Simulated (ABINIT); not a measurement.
The system is FeO.

```
Fe O
1.0
    -1.60210    1.60210    2.08339
     1.60210   -1.60210    2.08339
     1.60210    1.60210   -2.08339
Fe O
1 1
Cartesian
  0.0000 0.0000 0.0000
  0.0000 0.0000 2.0834
```

The cell comes from a database or a generator and needn't be the stable form of this composition.

* Program: ABINIT 10.8.3 (patched build)
* Task: relaxation of cell and atoms
* Functional: LDA
* Potentials or basis: JTH PAW LDA v2.0
* Cutoff: 707 eV
* k mesh: 6 × 6 × 6
* Occupations: fermi-dirac, width 0.05 eV
* Spin: collinear spin, ferromagnetic start
* Starting moments: [3.0, 0.0] μB

At the start: pressure -22.3 GPa; volume 10.70 Å³/atom.

How do energy, volume and symmetry change on relaxing?

Over 12 steps the energy falls by 132.8 meV/atom and the volume is 9.06 Å³/atom (-15.2 %); space group Fm-3m (No. 225, to 0.05 Å); moment 3.72 μB per cell.

The path:
```tsv
step	energy change (eV)	largest force (eV/Å)	pressure (GPa)	volume (Å³)
1	0.0000	0.0000	-22.31	21.39
2	-0.1631	0.0000	-13.87	19.96
3	-0.2484	0.0000	4.71	17.97
4	-0.2573	0.0000	0.26	18.28
5	-0.2613	0.0000	-0.49	18.28
6	-0.2648	0.0000	-0.21	18.16
7	-0.2647	0.0000	1.20	18.04
8	-0.2653	0.0000	-0.31	18.16
9	-0.2654	0.0000	-0.23	18.15
10	-0.2655	0.0000	0.13	18.12
11	-0.2655	0.0000	-0.08	18.14
12	-0.2655	0.0000	0.00	18.13
```

Final structure:
```yaml
crystal:
  lattice:
    - [-1.47437, 1.47437, 2.08506]
    - [1.47437, -1.47437, 2.08506]
    - [1.47437, 1.47437, -2.08506]
  atoms:
    - { symbol: Fe, position: [0.00000, 0.00000, 0.00000] }
    - { symbol: O, position: [0.50000, 0.50000, 0.00000] }
```

Caveat: the k mesh is coarse (spacing up to 0.46 Å⁻¹), so the values aren't converged; the volume moved by over 15 % at a fixed basis, so the end points are rough; a cell with one magnetic atom can't hold antiferromagnetic order, which such compounds often take.
